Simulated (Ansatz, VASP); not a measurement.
**TiAl in VASP and in Ansatz**

INCAR

```
PREC = Accurate
ENCUT = 520
EDIFF = 1E-7
ISMEAR = -1
SIGMA = 0.05
LREAL = F
LASPH = T
NELM = 80
ALGO = Normal
ISIF = 2
LWAVE = F
LCHARG = F
GGA = PS
NBANDS = 14
```

KPOINTS

```
regular mesh
0
Gamma
  11 11 6
```

POSCAR

```
TiAl
1.0
    2.9234973377      0.0000000000      0.0000000000
   -1.4617486688      2.5318229623      0.0000000000
    0.0000000000      0.0000000000      4.7698334112
Ti Al
1 1
Direct
    0.0000000000      0.0000000000      0.0000000000
    0.3333333333      0.6666666667      0.5000000000
```

The input input.yaml:

```yaml
crystal:
  lattice:
    - [2.9234973377, 0.0, 0.0]
    - [-1.4617486688, 2.5318229623, 0.0]
    - [0.0, 0.0, 4.7698334112]
  atoms:
    - { symbol: Ti, position: [0.0, 0.0, 0.0] }
    - { symbol: Al, position: [0.3333333333, 0.6666666667, 0.5] }
hamiltonian:
  xc: pbesol
  pseudopotentials: { kind: paw }
kpoints:
  mp_grid: { grid: [11, 11, 6] }
scf:
  occupations: { method: fermi_dirac, width: 0.05 }
output:
  forces: true
  stress: true
  eigenvalues: true
```

Change from the starting cell: volume scaled by 1.06.

Alike in both runs: task single point; functional PBEsol; k mesh 11 × 11 × 6; occupations fermi-dirac, width 0.05 eV; no spin polarisation.

|  | VASP | Ansatz |
| --- | --- | --- |
| version | VASP 6.6.1 | Ansatz 0.2.0 |
| potentials or method | VASP PAW PBE potentials, release 64 (Ti_sv, Al) | Ansatz PAW |
| plane-wave cutoff (eV) | 520 | 420 |
| valence electrons in the cell | 15 | 15 |

```tsv
	VASP	Ansatz	Ansatz less VASP
gap on the k mesh at the Fermi level (eV)	none	none	-
pressure (GPa)	-8.1	-8.1	0.00
largest component of the traceless stress (GPa)	1.58	1.63	+0.054
```

A gap of «none» marks a metal or a gap that the smearing closes. With one functional, cell and mesh, what is left measures potentials, basis and numerics.

Caveats: the PAW data sets were made with another functional, which shifts forces and pressure a little (VASP); the PAW data sets come from PBE, with cores solved anew for the run's functional, which leaves a small shift of forces and pressure (Ansatz).
